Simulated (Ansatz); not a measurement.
Take a crystal in which N has been replaced by P on all its sites, with the cell rescaled by a rough guess (in some cases also distorted within its space group) and nothing relaxed:

```
CELL_PARAMETERS angstrom
0.00000 2.01375 2.01375
2.01375 0.00000 2.01375
2.01375 2.01375 0.00000
ATOMIC_POSITIONS crystal
P 0.00000 0.00000 0.00000
```

Computed with Ansatz, DFT PBE, scalar-relativistic, plane waves, PAW.

Cutoff 420 eV; k points 18×18×18 on the computed 1-atom cell (Γ-centred); Gaussian smearing, width 0.10 eV; no spin polarisation.

(1) What pressure does the cell carry?

(2) Is it a metal on this mesh?

Answers

(1) The pressure is -8.6 GPa (positive in compression), so the cell would contract.

(2) Yes, a band crosses the Fermi level.

This fcc form isn't the element's structure at ambient conditions.